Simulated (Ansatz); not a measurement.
Results of PBE-D3(BJ) (Ansatz, a program for electronic structure, plane waves, PAW) for cubic perovskite BaSnO3.

Run with plane-wave cutoff 520 eV, 8×8×8 k mesh, Fermi–Dirac smearing 0.01 eV, scalar-relativistic PAW data made under PBE.

The cell is scaled about its equilibrium volume:

```json
[
 {"V (Å³/atom)": "13.431", "P (GPa)": "10.17", "direct gap at Γ (eV)": "1.956", "smallest gap on the k mesh (eV)": "1.493"},
 {"V (Å³/atom)": "13.716", "P (GPa)": "6.37", "direct gap at Γ (eV)": "1.691", "smallest gap on the k mesh (eV)": "1.218"},
 {"V (Å³/atom)": "14.002", "P (GPa)": "2.99", "direct gap at Γ (eV)": "1.438", "smallest gap on the k mesh (eV)": "0.957"},
 {"V (Å³/atom)": "14.288", "P (GPa)": "-0.01", "direct gap at Γ (eV)": "1.197", "smallest gap on the k mesh (eV)": "0.709"},
 {"V (Å³/atom)": "14.574", "P (GPa)": "-2.68", "direct gap at Γ (eV)": "0.966", "smallest gap on the k mesh (eV)": "0.473"},
 {"V (Å³/atom)": "14.860", "P (GPa)": "-5.04", "direct gap at Γ (eV)": "0.745", "smallest gap on the k mesh (eV)": "0.248"},
 {"V (Å³/atom)": "15.145", "P (GPa)": "-7.10", "direct gap at Γ (eV)": "0.536", "smallest gap on the k mesh (eV)": "0.036"}
]
```

The fundamental gap (0.71 eV at the equilibrium volume, with added k points) lies elsewhere than Γ–Γ.

Measured, for comparison: band gap 2.95 eV (temperature not stated, not corrected to a static lattice, indirect, from the absorption edge of a single crystal; as tabulated in Kim et al. (2012), arXiv:1207.0764).

Spin–orbit coupling is not included.
